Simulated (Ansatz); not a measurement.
Stationary points along a deformation path in AlNi

The calculation used Ansatz, DFT PBE, scalar-relativistic, plane waves, PAW. Settings: plane waves to 420 eV, k-mesh 18×18×18 (Γ-centred), Gaussian smearing 0.15 eV. No spin polarisation. A magnetic state may lie lower. Energies are free energies at this smearing, counted from the undisturbed cell; pressure is positive in compression.

The starting cell (as given, not relaxed at this level; it stands at 2.1 GPa, and it needn't be the usual structure):

```
Al Ni
1.0
     2.88100    0.00000    0.00000
     0.00000    2.88100    0.00000
     0.00000    0.00000    2.88100
Al Ni
1 1
Direct
  0.00000 0.00000 0.00000
  0.50000 0.50000 0.50000
```

At fixed volume and fractional coordinates, lengths along (0.577, 0.577, 0.577) are scaled against those across it; ρ is that ratio over its starting value. V = 11.956 Å³/atom. Δσ is the stress along the axis less the mean stress across it (compression positive).

| ρ | ΔE (meV/atom) | Δσ (GPa) | space group |
| --- | --- | --- | --- |
| 0.500 | 6103.9 | 453.66 | R-3m |
| 0.600 | 2859.9 | 274.37 | R-3m |
| 0.710 | 1090.9 | 151.82 | R-3m |
| 0.850 | 198.9 | 54.23 | R-3m |
| 0.930 | 35.5 | 20.49 | R-3m |
| 1.000 | 0.0 | 0.00 | Pm-3m |
| 1.080 | 32.5 | -16.02 | R-3m |
| 1.200 | 155.1 | -29.08 | R-3m |
| 1.410 | 429.2 | -37.36 | R-3m |
| 1.700 | 732.3 | -20.68 | R-3m |
| 2.000 | 810.5 | 0.00 | Fm-3m |

Task: How does the stress give the slope of the energy, and where is the energy stationary?

Result: Along the path d ln(length) is 2/3 d ln ρ on the axis and −1/3 d ln ρ across it, so dE/d ln ρ = −(2/3) V Δσ: the energy falls with ρ where Δσ is positive. Δσ vanishes or changes sign at ρ = 1.000 (Pm-3m), a minimum at 0.0 meV/atom; at ρ = 2.000 (Fm-3m, an end of the scan), at 810.5 meV/atom. Pairs of stationary points between two samples would go unseen, and could change a minimum read from distant neighbours into a maximum. At ρ = 1.000, 2.000 the cell is cubic, where symmetry alone makes the stress isotropic and the slope zero.

Task: Which shear constant sets the curvature at ρ = 1?

Result: For a cubic crystal E/V = (2/3) C (ln ρ)² with C = C44, so Δσ = −2C ln ρ. The parabola of Δσ against ln ρ through ρ = 0.930, 1 and 1.080 gives C ≈ 123 GPa with the ions clamped, rough because the steps are large. It is the stress–strain coefficient at this cell's pressure of 2.1 GPa, not the zero-pressure constant.

In a metal these slopes depend on the k mesh and the smearing.